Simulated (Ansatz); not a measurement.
**CaS (Oldhamite): how the settings move a calculation**

Aim: see which settings change the result for CaS (Oldhamite), by how much, and at what cost.

The COD entry's cell or inner coordinates are ideal or old and differ from later refinements, so a difference from it is no clean test against experiment.

Program: Ansatz 0.2.0. Level of theory: reference: DFT, PBE, plane-wave PAW, default files, scalar-relativistic. These are calculated values, not measurements.

1 further run of the same task is left out (set aside as unsound or not needed).

**1. The system as given**

The structure is cubic, space group Fm-3m (No. 225). The conventional cell has a = 5.686 Å, b = 5.686 Å, c = 5.686 Å, α = 90.00°, β = 90.00°, γ = 90.00°. Ca (site symmetry m-3m) has 6 S at 2.84 Å as nearest neighbours. Around S (site symmetry m-3m) lie 6 Ca at 2.84 Å.

Coordinates:

```xyz
2
Lattice="0.0000 2.8430 2.8430 2.8430 0.0000 2.8430 2.8430 2.8430 0.0000" Properties=species:S:1:pos:R:3 pbc="T T T"
Ca    0.0000    0.0000    0.0000
S     2.8430    2.8430    2.8430
```

**2. The reference run**

input.yaml

```yaml
crystal:
  lattice:
    - [0.0, 2.843, 2.843]
    - [2.843, 0.0, 2.843]
    - [2.843, 2.843, 0.0]
  atoms:
    - { symbol: Ca, position: [0.0, 0.0, 0.0] }
    - { symbol: S, position: [0.5, 0.5, 0.5] }
kpoints:
  mp_grid: { grid: [8, 8, 8] }
scf:
  occupations: { method: fermi_dirac, width: 0.02 }
hamiltonian:
  xc: pbe
  pseudopotentials: { kind: paw }
output:
  forces: true
  stress: true
  populations: true
  efg:
    quadrupole_moments_barn: { Ca: -0.0408, S: -0.0694 }
    contact_densities: true
relax:
  f_tol: 0.02
  max_steps: 60
```

The run is started by

```
> ansatz run input.yaml --threads 1 --pin off --max-ram 2560MiB --backend cpu --events-out ev --progress --plain --runs-dir out
```

**3. Variant: occupations.method methfessel_paxton, occupations.width 0.15**

input.yaml: that of step 2 with these lines changed.

```diff
@@ -11,3 +11,3 @@
 scf:
-  occupations: { method: fermi_dirac, width: 0.02 }
+  occupations: { method: methfessel_paxton, width: 0.15 }
 hamiltonian:
@@ -22,4 +22 @@
     contact_densities: true
-relax:
-  f_tol: 0.02
-  max_steps: 60
```

**Question.** What will these runs give? Wanted: for each run, ending; energy change; pressure; gap; force.

The runs gave:

| run | ending | energy change | pressure (GPa) | gap (eV) | force (eV/Å) | cycles | time |
| --- | --- | --- | --- | --- | --- | --- | --- |
| reference | converged | 0 | 0.8 | 2.35 | 0.00 | 6 | 1.3 s |
| 1: occupations.method methfessel_paxton, occupations.width 0.15 | converged | 0.0 meV/atom (σ→0) | 0.8 | 2.35 | 0.00 | 6 | 1.2 s |

What this shows: The changed input (smearing) leaves the energy the same to the digits printed. Symmetry fixes the atoms and the cell is held, so no setting can move this relaxation. 

The gaps are Kohn-Sham values of a semilocal functional, not quasiparticle or optical gaps. Such gaps usually fall short of the measured ones.
